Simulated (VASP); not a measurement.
**AlN in VASP: how settings move the PBE single point**

Aim: see what changed inputs do to the PBE single point of AlN (wurtzite), under +2.0 % strain along z alone.

Code: VASP 6.6.1. PAW datasets, plane waves. Spin-unpolarised (in the reference); all numbers are computed.

## 1. The cell

The cell comes from an earlier relaxation with r2SCAN in another program, then strained, with the atoms relaxed again. Some of the altered inputs switch spin polarisation on.

The symmetry is P6_3mc (No. 186, hexagonal); conventional cell a = 3.107 Å, c = 5.078 Å, 10.61 Å³ an atom. Al has 4 N at 1.90–1.92 Å; N has 4 Al at 1.90–1.92 Å.

The structure in full:

```xyz
4
Lattice="3.1067 0.0000 0.0000 -1.5533 2.6905 0.0000 0.0000 0.0000 5.0782" Properties=species:S:1:pos:R:3 pbc="T T T"
Al    0.0000    1.7937   -0.0083
Al    1.5533    0.8968    2.5308
N     0.0000    1.7937    1.9126
N     1.5533    0.8968    4.4517
```

## 2. Baseline

File INCAR:

```
ENCUT = 520.000000
SIGMA = 0.020000
EDIFF = 1.00e-07
GGA = PE
PREC = Accurate
IBRION = -1
ISIF = 2
ISMEAR = -1
NBANDS = 16
NELM = 120
NSW = 0
LASPH = .TRUE.
LCHARG = .FALSE.
LWAVE = .FALSE.
LREAL = .FALSE.
```

File KPOINTS:

```
KPOINTS created by Atomic Simulation Environment
0
Gamma
12 12 6
0 0 0
```

File POSCAR:

```
Al N
 1.0000000000000000
     3.1066937601931870    0.0000000000000000    0.0000000000000000
    -1.5533468800965935    2.6904757181059007    0.0000000000000000
     0.0000000000000000    0.0000000000000000    5.0781633829999997
 Al  N
   2   2
Cartesian
  0.0000000000000001  1.7936504787372671 -0.0082609380124685
  1.5533468800965935  0.8968252393686336  2.5308207534875318
  0.0000000000000001  1.7936504787372671  1.9125722066374686
  1.5533468800965935  0.8968252393686336  4.4516538981374687
```

A file KPOINTS_OPT adds named points for the levels; it doesn't enter the self-consistent loop.

Potentials: the recommended PBE PAW datasets, 16 valence electrons.

Launch:

```sh
$ mpirun -np 1 vasp_std
```

## 3. Altered input 1

INCAR, as its differences from that of step 2:

```diff
@@ -4,3 +4,2 @@
 GGA = PE
-PREC = Accurate
 IBRION = -1
@@ -15 +14,4 @@
 LREAL = .FALSE.
+PREC = Single
+ISPIN = 2
+MAGMOM = 3 -3 3 3
```

KPOINTS is that of step 2.

POSCAR is that of step 2.

## 4. Altered input 2

INCAR is that of step 2.

File KPOINTS:

```
KPOINTS created by Atomic Simulation Environment
0
Gamma
4 4 2
0 0 0
```

POSCAR is that of step 2.

## 5. Altered input 3

INCAR, as its differences from that of step 2:

```diff
@@ -9,3 +9,2 @@
 NBANDS = 16
-NELM = 120
 NSW = 0
@@ -15 +14,3 @@
 LREAL = .FALSE.
+MAXMIX = 10
+NELM = 75
```

KPOINTS is that of step 2.

POSCAR is that of step 2.

## 6. Altered input 4

INCAR, as its differences from that of step 2:

```diff
@@ -9,3 +9,2 @@
 NBANDS = 16
-NELM = 120
 NSW = 0
@@ -15 +14,4 @@
 LREAL = .FALSE.
+NELM = 90
+ALGO = Damped
+TIME = 2.0
```

KPOINTS is that of step 2.

POSCAR is that of step 2.

Q: Predict the outcome of this session. Wanted: for each run, changed; ending; energy change; pressure; electronic steps; usable.

**Answer**, as computed:

| run | changed | ending | energy change (meV/atom) | pressure (GPa) | gap on the mesh (eV; negative: overlap) | electronic steps | time | usable |
| --- | --- | --- | --- | --- | --- | --- | --- | --- |
| ref. | – | converged | 0 | 0.6 | 4.16 | 14 | 29 s | yes |
| 1 | PREC = Single, ISPIN = 2, MAGMOM = 3 -3 3 3 | converged | -0.1 | 0.6 | – | 17 | 82 s | yes |
| 2 | mesh 4×4×2 | converged | 8.5 | 0.5 | 4.15 | 14 | 6.3 s | no |
| 3 | MAXMIX = 10, NELM = 75 | converged | 0.0 | 0.6 | 4.16 | 14 | 26 s | yes |
| 4 | ALGO = Damped, TIME = 2 | not converged | – | – | – | 90 | 97 s | no |

**Reading.** Of 4 altered inputs, 1 gave no result, 1 ended normally on a faulty or unsound input, 2 gave usable results. Among the usable ones with comparable energies, «PREC = Single, ISPIN = 2, MAGMOM = 3 -3 3 3» moves the energy most, by -0.1 meV/atom.
